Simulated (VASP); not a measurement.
Input of a VASP 6.6.1 run:

Contents of INCAR:

```
SYSTEM = AlP
ALGO = Normal
EDIFF = 1E-6
ENCUT = 500
GGA = PE
GGA_COMPAT = .FALSE.
ISIF = 2
ISMEAR = 0
LASPH = .TRUE.
LCHARG = .FALSE.
LREAL = .FALSE.
LWAVE = .FALSE.
NBANDS = 11
NELM = 120
PREC = Accurate
SIGMA = 0.02
```

KPOINTS

```
k-points
0
G
  8 8 8
  0 0 0
```

File POSCAR:

```
AlP
1.0
    0.0000000000      2.7532603675      2.7532603675
    2.7532603675      0.0000000000      2.7532603675
    2.7532603675      2.7532603675      0.0000000000
Al P
1 1
Direct
    0.0000000000      0.0000000000      0.0000000000
    0.7500000000      0.7500000000      0.7500000000
```

Potentials or basis: VASP PAW PBE potentials, release 64 (Al, P).

The run is started by

```console
$ cat potpaw_PBE.64/Al/POTCAR potpaw_PBE.64/P/POTCAR > POTCAR
$ mpirun -np 1 vasp_std > vasp.out
```

**Question.** Estimate the pressure.

**Answer.** 0.0 GPa.

**Question.** Estimate the band gap on the k mesh.

**Answer.** 1.63 eV, indirect (least direct gap 3.09 eV).

**What was measured.**

A printed reference work, data compilation reports, for a bulk crystal of AlP at 4.2 K: band gap 2.505 eV (indirect).

Against the measured gap of AlP, 2.505 eV (indirect; 4.2 K; a printed reference work, data compilation), the calculated 1.63 eV is off by -0.88 eV. The value is that of PBE on a finite k mesh, which can miss the band edges, without temperature or zero-point motion. Semilocal functionals fall short of measured gaps as a rule.
